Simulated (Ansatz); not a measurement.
**Al$_{2}$Ru (Fddd)**

Method: Ansatz, DFT r2SCAN, scalar-relativistic, plane waves, PAW.

Plane waves to 500 eV, a k mesh through Γ of 10×10×10 on the computed 6-atom cell and Gaussian smearing (0.01 eV); no spin polarisation.

The structure is relaxed at this level of theory with its symmetry kept. Whether it is the stable form of this composition wasn't checked.

Symmetry: Fddd, No. 70, orthorhombic system. Conventional cell: a = 4.707 Å, b = 7.979 Å, c = 8.783 Å, α = 90.00°, β = 90.00°, γ = 90.00°. Al (site symmetry 2) has 5 Ru at 2.57 to 2.72 Å and 5 Al at 2.60 to 2.73 Å as nearest neighbours. Around Ru (site symmetry 222) lie 10 Al at 2.57 to 2.72 Å.

| Quantity | Value |
| --- | --- |
| Volume per atom | 13.74 Å³ |
| Formation energy from the elements' standard states (uncorrected) | -0.768 eV/atom |
| Generalised Kohn–Sham band gap | 0.17 eV, indirect from Γ to (0.000, 0.323, 0.323) |
| Löwdin character of the top 1 eV of the valence band | Al 3p 54 %, Ru 4d 36 % |
| Löwdin character of the lowest 1 eV of the conduction band | Ru 4d 59 %, Al 3p 33 % |
| Electron masses at the edge by Cartesian direction of the standard setting (m_e; degenerate bands sorted by energy; no spin-orbit coupling) | x: 2.0; y: 1.8; z: 0.90 |
| Hole masses at the edge by Cartesian direction of the standard setting (m_e; degenerate bands sorted by energy; no spin-orbit coupling) | x: 0.12; y: 0.27; z: 0.51 |
| Bader charges (e) | Al (4 in the cell) 1.76, Ru (2 in the cell) -3.52 |